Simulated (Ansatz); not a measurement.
# ZrO2: the cost of one run

Computed with Ansatz 0.2.0 (DFT PBE, scalar-relativistic, plane waves, PAW, unless a step's input says otherwise).

The COD entry's cell or inner coordinates are ideal or old and differ from later refinements, so a difference from it is no clean test against experiment.

1 further run of the same task is left out (set aside as unsound or not needed).

## 1. Starting point

The structure is cubic, space group Fm-3m (No. 225). Conventional cell: a = 5.116 Å, b = 5.116 Å, c = 5.116 Å, α = 90.00°, β = 90.00°, γ = 90.00°. Zr (site symmetry m-3m) has 8 O at 2.22 Å as nearest neighbours. O (site symmetry -43m) has 4 Zr at 2.22 Å as nearest neighbours.

Coordinates:

```cif
data_structure
_symmetry_space_group_name_H-M 'P 1'
_symmetry_Int_Tables_number 1
_cell_length_a 3.6174
_cell_length_b 3.6174
_cell_length_c 3.6174
_cell_angle_alpha 60.000
_cell_angle_beta 60.000
_cell_angle_gamma 60.000
_cell_volume 33.47
loop_
_atom_site_label
_atom_site_type_symbol
_atom_site_fract_x
_atom_site_fract_y
_atom_site_fract_z
_atom_site_occupancy
Zr1 Zr 0.00000 0.00000 0.00000 1
O1 O 0.25000 0.25000 0.25000 1
O2 O 0.75000 0.75000 0.75000 1
```

It is the result of an earlier relaxation at this level (volume 11.16 Å³/atom; gap on the mesh: 3.32 eV).

## 2. Zero of the scan

Contents of input.yaml:

```yaml
crystal:
  lattice:
    - [0.0, 2.5578981909, 2.5578981909]
    - [2.5578981909, 0.0, 2.5578981909]
    - [2.5578981909, 2.5578981909, 0.0]
  atoms:
    - { symbol: Zr, position: [0.0, 0.0, 0.0] }
    - { symbol: O, position: [0.25, 0.25, 0.25] }
    - { symbol: O, position: [0.75, 0.75, 0.75] }
basis:
  ecutwfc: 420
kpoints:
  mp_grid: { grid: [8, 8, 8] }
hamiltonian:
  xc: pbe
scf:
  occupations: { method: gaussian, width: 0.05 }
output:
  forces: true
  stress: true
  eigenvalues: true
```

Run with:

```console
> ansatz run input.yaml --threads 1 --pin off --max-ram 2560MiB --backend cpu --events-out ev --progress --plain --runs-dir out
```

**Question.** How long does this run take on 1 thread of Arm Neoverse V2, shared host, and how much memory does it need?

About 1.1 s, with a peak of 0.28 GiB.
